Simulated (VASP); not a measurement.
Here is a VASP 6.6.1 calculation.

The input INCAR:

```
ALGO     = Normal         # electronic algorithm
EDIFF    = 1E-6           # SCF threshold, eV
ENCUT    = 520            # plane-wave cutoff, eV
GGA      = PE             # functional
ISIF     = 2              # what is computed and relaxed
ISMEAR   = 0              # smearing method
LASPH    = True           # aspherical terms in the spheres
LCHARG   = False          # write CHGCAR
LREAL    = False          # projectors in reciprocal space
LWAVE    = False          # write WAVECAR
NBANDS   = 64             # bands
NELM     = 60             # most SCF steps
PREC     = Accurate       # precision mode
SIGMA    = 0.011          # smearing width, eV
```

KPOINTS

```
k-points
0
Gamma
  4 8 2
```

POSCAR

```
Te2Mo
1.0
    6.3300000000      0.0000000000      0.0000000000
    0.0000000000      3.4690000000      0.0000000000
   -0.9467947088      0.0000000000     13.8276237937
Te Mo
8 4
Direct
    0.9437000000      0.7500000000      0.6045000000
    0.0563000000      0.2500000000      0.3955000000
    0.9030000000      0.2500000000      0.8514000000
    0.0970000000      0.7500000000      0.1486000000
    0.4112000000      0.7500000000      0.8955000000
    0.5888000000      0.2500000000      0.1045000000
    0.4432000000      0.2500000000      0.6484000000
    0.5568000000      0.7500000000      0.3516000000
    0.8167000000      0.7500000000      0.9926000000
    0.1833000000      0.2500000000      0.0074000000
    0.6819000000      0.2500000000      0.4934000000
    0.3181000000      0.7500000000      0.5066000000
```

Potentials or basis: VASP PAW PBE potentials, release 64 (Te, Mo_sv).

Command:

```sh
$ cat potpaw_PBE.64/Te/POTCAR potpaw_PBE.64/Mo_sv/POTCAR > POTCAR
$ mpirun -np 1 vasp_std > vasp.out
```

Task: Predict the band gap on the k mesh.

Result: None (metal or under the smearing width).

Task: What does it give for the largest force?

Result: 0.161 eV/Å.

Task: What does it give for the pressure?

Result: 2.5 GPa.

Forces on the atoms (eV/Å):
```
Te   0.074  0.000  0.058
Te  -0.074  0.000 -0.058
Te   0.007  0.000 -0.160
Te  -0.007  0.000  0.160
Te   0.040  0.000 -0.015
Te  -0.040  0.000  0.015
Te  -0.013  0.000  0.119
Te   0.013  0.000 -0.119
Mo   0.073  0.000  0.036
Mo  -0.073  0.000 -0.036
Mo  -0.138  0.000  0.033
Mo   0.138  0.000 -0.033
```

Spin-orbit coupling is left out, which matters for the levels of Te.
